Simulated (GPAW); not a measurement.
# Sb in GPAW: further runs

One slab, Sb, is run at these levels: PBE; tasks: relaxation of the atoms.

All numbers are computed with GPAW 26.7.0; they aren't measurements. Logs are shortened: lines on timing, memory, paths and dates and some standing lists are left out, and cuts for length are marked. The log counts tension as positive stress, the text compression.

**1. The cell of the first run**

The cell holds a slab with vacuum, 4 atoms: a = 3.160 Å, b = 4.469 Å, c = 21.703 Å, α = 90.00°, β = 90.00°, γ = 90.00°.

The slab is cut from a database's or a generator's crystal, which needn't be the stable form of the element.

**2. Relaxation of the atoms, PBE (the (1 1 0) slab of Sb, cut from the database cell, not relaxed)**

Input file run.py:

```python
import numpy as np
from ase.io import read, write
from ase.optimize import BFGS
from gpaw import GPAW, PW

atoms = read('Sb.xyz')
atoms.pbc = (True, True, False)

calc = GPAW(mode=PW(450),
            xc='PBE',
            kpts={'size': (6, 4, 1), 'gamma': True},
            occupations={'name': 'fermi-dirac', 'width': 0.05},
            nbands=46,
            convergence={'density': 1e-05, 'energy': 1e-05},
            maxiter=150,
            poissonsolver={'dipolelayer': 'xy'},
            txt='gpaw.txt')
atoms.calc = calc
opt = BFGS(atoms, trajectory='relax.traj', logfile='-')
done = opt.run(fmax=0.02, steps=60)
calc.write('gs.gpw')
write('result.traj', atoms)
print('Converged:', done)
print('Cell:', atoms.cell.cellpar().round(4))
print('Volume:', round(atoms.get_volume(), 4))
print(atoms.get_scaled_positions().round(5))

v = calc.get_electrostatic_potential().mean(axis=(0, 1))
z = np.arange(len(v)) * atoms.cell[2, 2] / len(v)
ef = calc.get_fermi_level()
np.savetxt('planar.dat', np.c_[z, v], fmt='%.4f')
below, above = np.interp([1.5, atoms.cell[2, 2] - 1.5], z, v) - ef
print(f'Work functions: bottom {below:.4f} eV, top {above:.4f} eV')
print('Dipole moment:', *calc.get_dipole_moment().round(5), 'e A')
```

Input file Sb.xyz:

```xyz
4
Lattice="3.1600000000 0.0000000000 0.0000000000 0.0000000000 4.4689148571 0.0000000000 0.0000000000 0.0000000000 21.7033720000" Properties=species:S:1:pos:R:3 pbc="T T T"
Sb     0.0000000000      2.2344574285      7.4999999989
Sb     0.0000000000      0.0000000000      9.7344574285
Sb     0.0000000000      2.2344574285     11.9689148580
Sb     0.0000000000      0.0000000000     14.2033722854
```

Potentials or basis: GPAW PAW data sets (gpaw-data 1.2.1), pw.

Launch:

```
$ OMP_NUM_THREADS=1 python run.py
```

gpaw.txt:

```text
__  _  _
 | _ |_)|_||  |
 |__||  | ||/\| - 26.7.0

Input parameters:
  mode=PW(ecut=450.00000000000006),
  convergence={'density': 1e-05, 'energy': 1e-05},
  kpts=MonkhorstPack(size=(6, 4, 1), gamma=True),
  maxiter=150,
  nbands=46,
  occupations=Occupations(name='fermi-dirac', width=0.05),
  poissonsolver=PoissonSolver(dipolelayer='xy'),
  xc=XC(name='PBE')

Diagonalizing LCAO Hamiltonian
Converting LCAO to pw mode
    .-------.
   /|       |
  / |       |
 *  |       |
 |  |       |
 |  |       |
 |  |       |
 |  |       |
 |  |       |
 |  |       |
 |  |       |
 |  |       |
 Sb |       |
 |  |       |
 |Sb|       |
 |  |       |
 |  |       |
 |  |       |
 Sb |       |
 |Sb|       |
 |  |       |
 |  |       |
 |  |       |
 |  |       |
 |  |       |
 |  |       |
 |  |       |
 |  .-------.
 | /       /
 |/       /
 *-------*

Atoms  # Å, Bohr magnetons
|   | symbol |        x |        y |         z |    initial magnetic moments |
|---|--------|----------|----------|-----------|-----------------------------|
| 0 |     Sb | 0.000000 | 2.234457 |  7.500000 | ( 0.0000,  0.0000,  0.0000) |
| 1 |     Sb | 0.000000 | 0.000000 |  9.734457 | ( 0.0000,  0.0000,  0.0000) |
| 2 |     Sb | 0.000000 | 2.234457 | 11.968915 | ( 0.0000,  0.0000,  0.0000) |
| 3 |     Sb | 0.000000 | 0.000000 | 14.203372 | ( 0.0000,  0.0000,  0.0000) |

Unit cell  # Å
| periodic |        x |        y |         z |   lengths |    angles |
|----------|----------|----------|-----------|-----------|-----------|
|      yes | 3.160000 | 0.000000 |  0.000000 |  3.160000 | 90.000000 |
|      yes | 0.000000 | 4.468915 |  0.000000 |  4.468915 | 90.000000 |
|       no | 0.000000 | 0.000000 | 21.703372 | 21.703372 | 90.000000 |

Number of symmetries: 4
Symmetry operations  # r_c * U_cc + t_c -> r_c
|   | kind |            matrix            |
|---|------|------------------------------|
| 0 |  E   |  1, 0, 0,  0, 1, 0,  0, 0, 1 |
| 1 |  σ   |  1, 0, 0,  0,-1, 0,  0, 0, 1 |
| 2 |  σ   | -1, 0, 0,  0, 1, 0,  0, 0, 1 |
| 3 |  C2  | -1, 0, 0,  0,-1, 0,  0, 0, 1 |

BZ-sampling:
  Number of BZ points: 24
  Number of IBZ points: 12

  Monkhorst-Pack size: [6, 4, 1]
  Monkhorst-Pack shift: [0.08333333333333333, 0.125, 0.0]

K-points  # in reciprocal-cell coordinates
|     |                                coordinates |     weight |
|-----|--------------------------------------------|------------|
|   0 | (  0.00000000,   0.00000000,   0.00000000) | 0.04166667 |
|   1 | (  0.00000000,   0.25000000,   0.00000000) | 0.08333333 |
|   2 | (  0.00000000,   0.50000000,   0.00000000) | 0.04166667 |
|   3 | (  0.16666667,   0.00000000,   0.00000000) | 0.08333333 |
|   4 | (  0.16666667,   0.25000000,   0.00000000) | 0.16666667 |
|   5 | (  0.16666667,   0.50000000,   0.00000000) | 0.08333333 |
|   6 | (  0.33333333,   0.00000000,   0.00000000) | 0.08333333 |
|   7 | (  0.33333333,   0.25000000,   0.00000000) | 0.16666667 |
|   8 | (  0.33333333,   0.50000000,   0.00000000) | 0.08333333 |
|   9 | (  0.50000000,   0.00000000,   0.00000000) | 0.04166667 |
| ... |                                            |            |
|  11 | (  0.50000000,   0.50000000,   0.00000000) | 0.04166667 |

Plane wave coefficients: 6715
Cutoff: 450.00000000000006 eV

Spin-components: 1 (collinear spins)
Bands:           46
Projectors:      24
Spin-degeneracy: 2
Datatype:        complex128

Parallelization:
  kpt:    1
  domain: 1
  band:   1

Density:
  Valence electrons: 60.0
  Components: 1
  Grid points: [ 16  24 108]
  Charge: 0.0  # |e|

Potential:
  Grid points: [ 16  24 108]

species:
  Sb:
    name:    Antimony
    Z:       51.0
    valence: 15
    core:    36
    charge:  0.0  # [|e|]
    compensation charges:
      type: gauss
      rc: 0.36  # [Å]
      lmax: 2
    cutoffs:
      filter: 2.23  # [Å]
      core: 2.23  # [Å]
    projectors
    | kind |    occ | energy [eV] | rcut [Å] |
    |------|--------|-------------|----------|
    |   5s |  2.000 |     -12.815 |    1.154 |
    |   5p |  3.000 |      -4.830 |    1.233 |
    |   4d | 10.000 |     -33.514 |    1.196 |
    |    s |        |      14.396 |    1.154 |
    |    p |        |      22.381 |    1.233 |
    |    d |        |      -6.303 |    1.196 |

    Using partial waves for Sb as LCAO basis

Reference energy: -705126.232992  # eV

eigensolver:
  PPCG
  Converge bands: occupied
  niter=2

density mixing:
  MSR1-Mixer
  Pratt-step length: 0.05
  Maximum mixing coefficient: 0.75
  Old densities: 10
  SVD Regularization: 0.005
  Good broyden scale: 1.0
  Trust region scale: 1.0
  Backstep threshold: 4.0
  History deletion threshold: 6.0
  Fourier metric: weight=20.0, sigma=0.015

occupation numbers:
  Fermi-Dirac:
    width: 0.0500  # eV

<gpaw.new.pw.poisson.DipoleLayerPWPoissonSolver object>
xc functional:
  name: PBE with 2 nearest neighbor stencil

convergence criteria:
- Maximum integral of absolute [dens]ity change: 1e-05 electrons / valence electron
- Maximum [total energy] change in last 3 cyles: 1e-05 eV / valence electron
- Maximum integral of absolute [eigenst]ate change: 4e-08 eV^2 / valence electron
maximum number of iterations: 150

SCF iterations
|iter     | |      energy | eigst |  dens |
|---------|-|-------------|-------|-------|
|iter:   1| |  -16.353629 | +0.44 |       |
|iter:   2| |  -16.456959 | -1.22 | -1.69 |
|iter:   3| |  -16.726204 | -1.74 | -1.71 |
|iter:   4| |  -16.495346 | -1.83 | -1.65 |
|iter:   5| |  -17.843497 | -1.78 | -2.03 |
|iter:   6| |  -16.470654 | -1.97 | -1.35 |
|iter:   7| |  -16.459637 | -3.29 | -2.30 |
|iter:   8| |  -16.459146 | -4.23 | -2.85 |
|iter:   9| |  -16.459146c| -4.87 | -3.29 |
|iter:  10| |  -16.459129c| -5.24 | -3.50 |
|iter:  11| |  -16.459127c| -6.29 | -4.00 |
|iter:  12| |  -16.459125c| -7.22 | -4.45 |
|iter:  13| |  -16.459126c| -7.72c| -5.05c|

Converged in 13 steps
Energy contributions relative to reference atoms: (reference = -705126.232992)

Energy contributions:
  Kinetic:         -11.538219
  Coulomb:           5.675526
  Zero:              0.811920
  External:          0.000000
  Xc:              -11.394785
  Entropy:          -0.027138
  Spinorbit:         0.000000
  ----------------------------
  Free energy:     -16.472695
  Extrapolated:    -16.459126

dipole moment: (-45.685101, -32.304234, -0.000005)  # |e|*Ang

Fermi level: -0.000
Eigenvalues  # (at kpt = [0.000, 0.000, 0.000])
| band index |      eig [eV] | occ [0-2] |
|------------|---------------|-----------|
|          0 |       -29.227 |     2.000 |
|        ... |               |           |
|         21 |       -10.647 |     2.000 |
|         22 |        -9.298 |     2.000 |
|         23 |        -8.004 |     2.000 |
|         24 |        -2.916 |     2.000 |
|         25 |        -2.828 |     2.000 |
|         26 |        -1.798 |     2.000 |
[... 8 lines left out ...]
|         35 |         4.307 |     0.000 |
|         36 |         4.367 |     0.000 |
|        ... |               |           |
|         45 |         7.660 |     0.000 |

No gap
No difference between direct/indirect transitions
vacuum-level: 4.304  # V
Workfunctions: 4.304, 4.304 eV (top, bottom)

Forces  # eV/Ang
|       x |       y |        z |
|---------|---------|----------|
| 0.00000 | 0.00000 |  1.00495 |  # Sb   0
| 0.00000 | 0.00000 | -1.36937 |  # Sb   1
| 0.00000 | 0.00000 |  1.36932 |  # Sb   2
| 0.00000 | 0.00000 | -1.00490 |  # Sb   3

    .-------.
   /|       |
  / |       |
 *  |       |
 |  |       |
 |  |       |
 |  |       |
 |  |       |
 |  |       |
 |  |       |
 |  |       |
 |  |       |
 Sb |       |
 |  |       |
 |Sb|       |
 |  |       |
 |  |       |
 |  |       |
 Sb |       |
 |Sb|       |
 |  |       |
 |  |       |
 |  |       |
 |  |       |
 |  |       |
 |  |       |
 |  |       |
 |  .-------.
 | /       /
 |/       /
 *-------*
[... 990 lines left out ...]
convergence criteria:
- Maximum integral of absolute [dens]ity change: 1e-05 electrons / valence electron
- Maximum [total energy] change in last 3 cyles: 1e-05 eV / valence electron
- Maximum integral of absolute [eigenst]ate change: 4e-08 eV^2 / valence electron
maximum number of iterations: 150

SCF iterations
|iter     | |      energy | eigst |  dens |
|---------|-|-------------|-------|-------|
|iter:   1| |  -16.992190c| -2.97 |       |
|iter:   2| |  -16.992180c| -4.81 | -3.47 |
|iter:   3| |  -16.992099c| -5.20 | -3.56 |
|iter:   4| |  -16.992087c| -5.70 | -3.90 |
|iter:   5| |  -16.992142c| -5.93 | -4.15 |
|iter:   6| |  -16.992082c| -6.07 | -3.65 |
|iter:   7| |  -16.992083c| -7.70c| -4.65 |
|iter:   8| |  -16.992082c| -8.17c| -5.02c|

Converged in 8 steps
Energy contributions relative to reference atoms: (reference = -705126.232992)

Energy contributions:
  Kinetic:          -3.032977
  Coulomb:          -1.481431
  Zero:              0.810255
  External:          0.000000
  Xc:              -13.286803
  Entropy:          -0.002251
  Spinorbit:         0.000000
  ----------------------------
  Free energy:     -16.993208
  Extrapolated:    -16.992082

dipole moment: (-45.695994, -32.311945, 0.000031)  # |e|*Ang

Fermi level: -0.031
Eigenvalues  # (at kpt = [0.000, 0.000, 0.000])
| band index |      eig [eV] | occ [0-2] |
|------------|---------------|-----------|
|          0 |       -29.177 |     2.000 |
|        ... |               |           |
|         21 |       -11.375 |     2.000 |
|         22 |        -8.778 |     2.000 |
|         23 |        -7.816 |     2.000 |
|         24 |        -3.150 |     2.000 |
|         25 |        -2.651 |     2.000 |
|         26 |        -2.582 |     2.000 |
[... 8 lines left out ...]
|         35 |         3.793 |     0.000 |
|         36 |         4.824 |     0.000 |
|        ... |               |           |
|         45 |         7.886 |     0.000 |

No gap
No difference between direct/indirect transitions
vacuum-level: 4.333  # V
Workfunctions: 4.364, 4.364 eV (top, bottom)

Forces  # eV/Ang
|       x |       y |        z |
|---------|---------|----------|
| 0.00000 | 0.00000 | -0.01473 |  # Sb   0
| 0.00000 | 0.00000 |  0.01590 |  # Sb   1
| 0.00000 | 0.00000 | -0.01575 |  # Sb   2
| 0.00000 | 0.00000 |  0.01505 |  # Sb   3

# Writing to gs.gpw (mode='')
```

Wall time 2.9 min (1 thread of AMD EPYC 9R45 (Zen 5), shared host); peak memory 0.27 GiB.

Results:

```
Free energy                     : -16.9932 eV
Energy gained by relaxing       : 133.2 meV/atom
Ionic steps                     : 10
Largest force after relaxing    : 0.016 eV/Å
Band gap on the k mesh          : none (metal or under the smearing width)
Dipole across the slab          : 0.00 e·Å
Work function of the upper face : 4.36 eV
Work function of the lower face : 4.36 eV
```

Forces in eV/Å, atoms in the order of the input:
```
Sb   0.000  0.000 -0.015
Sb   0.000  0.000  0.016
Sb   0.000  0.000 -0.016
Sb   0.000  0.000  0.015
```

Step by step:
| step | energy change (eV) | largest force (eV/Å) |
| --- | --- | --- |
| 1 | 0.0000 | 1.3694 |
| 2 | -0.0842 | 1.3292 |
| 3 | -0.5159 | 0.3208 |
| 4 | -0.5290 | 0.1643 |
| 5 | -0.5323 | 0.0238 |
| 6 | -0.5323 | 0.0229 |
| 7 | -0.5324 | 0.0298 |
| 8 | -0.5326 | 0.0372 |
| 9 | -0.5328 | 0.0334 |
| 10 | -0.5330 | 0.0159 |

Final structure:
```cif
data_structure
_symmetry_space_group_name_H-M 'P 1'
_symmetry_Int_Tables_number 1
_cell_length_a 3.1600
_cell_length_b 4.4689
_cell_length_c 21.7034
_cell_angle_alpha 90.000
_cell_angle_beta 90.000
_cell_angle_gamma 90.000
_cell_volume 306.49
loop_
_atom_site_label
_atom_site_type_symbol
_atom_site_fract_x
_atom_site_fract_y
_atom_site_fract_z
_atom_site_occupancy
Sb1 Sb 0.00000 0.50000 0.35134 1
Sb2 Sb 0.00000 0.00000 0.43890 1
Sb3 Sb 0.00000 0.50000 0.56110 1
Sb4 Sb 0.00000 0.00000 0.64866 1
```

Caveat: the cutoff is short for stress and forces, so pressures can be off by a GPa or more; later steps reuse the first step's grids.

**3. Relaxation of the atoms, PBE (the (1 1 0) slab of Sb, cut from the database cell, not relaxed)**

run.py, as its differences from that of step 2:

```diff
@@ -12,3 +12,3 @@
             occupations={'name': 'fermi-dirac', 'width': 0.05},
-            nbands=46,
+            nbands=56,
             convergence={'density': 1e-05, 'energy': 1e-05},
```

Input file Sb.xyz:

```xyz
5
Lattice="3.1600000000 0.0000000000 0.0000000000 0.0000000000 4.4689148571 0.0000000000 0.0000000000 0.0000000000 23.9378300000" Properties=species:S:1:pos:R:3 pbc="T T T"
Sb     0.0000000000      2.2344574285      7.4999999998
Sb     0.0000000000      0.0000000000      9.7344574281
Sb     0.0000000000      2.2344574285     11.9689148564
Sb     0.0000000000      0.0000000000     14.2033722847
Sb     0.0000000000      2.2344574285     16.4378297154
```

Potentials or basis: GPAW PAW data sets (gpaw-data 1.2.1), pw.

Launch:

```
$ OMP_NUM_THREADS=1 python run.py
```

It took 3.7 min on 1 thread of AMD EPYC 9R45 (Zen 5), shared host; peak memory 0.31 GiB.

It converged, with:

- Free energy: -21.0844 eV
- Energy gained by relaxing: 27.6 meV/atom
- Ionic steps: 10
- Largest force after relaxing: 0.007 eV/Å
- Band gap on the k mesh: none (metal or under the smearing width)
- Dipole across the slab: 0.00 e·Å
- Work function of the upper face: 4.36 eV
- Work function of the lower face: 4.36 eV

Forces in eV/Å, atoms in the order of the input:
```
Sb   0.000  0.000 -0.007
Sb   0.000  0.000  0.004
Sb   0.000  0.000  0.000
Sb   0.000  0.000 -0.004
Sb   0.000  0.000  0.007
```

Step by step:
```
step  energy change (eV)  largest force (eV/Å)
   1              0.0000                0.6800
   2             -0.0242                0.6179
   3             -0.1332                0.1326
   4             -0.1355                0.0369
   5             -0.1356                0.0314
   6             -0.1359                0.0430
   7             -0.1365                0.0554
   8             -0.1371                0.0508
   9             -0.1377                0.0234
  10             -0.1378                0.0074
```

Final structure:
```yaml
crystal:
  lattice:
    - [3.16000, 0.00000, 0.00000]
    - [0.00000, 4.46891, 0.00000]
    - [0.00000, 0.00000, 23.93783]
  atoms:
    - { symbol: Sb, position: [0.00000, 0.50000, 0.31917] }
    - { symbol: Sb, position: [0.00000, 0.00000, 0.40397] }
    - { symbol: Sb, position: [0.00000, 0.50000, 0.50000] }
    - { symbol: Sb, position: [0.00000, 0.00000, 0.59603] }
    - { symbol: Sb, position: [0.00000, 0.50000, 0.68083] }
```

Levels at points of the mesh, in eV from the Fermi level:
| k point | band 34 | band 35 | band 36 | band 37 | band 38 | band 39 | band 40 | band 41 |
| --- | --- | --- | --- | --- | --- | --- | --- | --- |
| (0.00, 0.00, 0.00) | -2.08 | -1.26 | -1.10 | 0.00 | 0.92 | 1.73 | 2.37 | 3.01 |
| (0.00, 0.50, 0.00) | -3.22 | -1.24 | -1.13 | 1.06 | 1.64 | 3.12 | 3.61 | 4.51 |
| (0.50, 0.00, 0.00) | -2.46 | -1.84 | -1.49 | -1.09 | -0.94 | -0.01 | 0.74 | 0.96 |
| (0.50, 0.50, 0.00) | -3.37 | -3.25 | -3.01 | -2.65 | -1.69 | -1.21 | 0.77 | 0.99 |

Caveat: the cutoff is short for stress and forces, so pressures can be off by a GPa or more; later steps reuse the first step's grids. The run has no spin-orbit coupling, so splittings on Sb are missing.
